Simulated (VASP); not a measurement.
Molecule: C2H6, in a box.

```
CELL_PARAMETERS angstrom
13.08403 0.00000 0.00000
0.00000 13.58403 0.00000
0.00000 0.00000 14.08403
ATOMIC_POSITIONS crystal
C 0.55701 0.51278 0.50592
C 0.44263 0.49453 0.49405
H 0.57392 0.55104 0.57296
H 0.60046 0.44343 0.50625
H 0.58769 0.55840 0.44799
H 0.41216 0.44889 0.55207
H 0.42595 0.45626 0.42694
H 0.39938 0.56400 0.49374
```

Base run:

* Program: VASP 6.6.1
* Functional: rev-vdW-DF2
* Potentials or basis: VASP PAW PBE potentials, release 64 (C, H)
* Cutoff: 400 eV
* k mesh: 1 × 1 × 1
* Occupations: gaussian, width 0.01 eV
* Spin: no spin polarisation

Its results: gap between the frontier levels 7.40 eV; largest force 0.046 eV/Å.

Problem. The run is repeated on the same cell with these changes: functional from rev-vdW-DF2 to RPBE. What comes out?

Solution. Gap between the frontier levels 7.51 eV; largest force 0.229 eV/Å.

Caveats: the PAW data sets were made with another functional, which shifts forces and pressure a little.

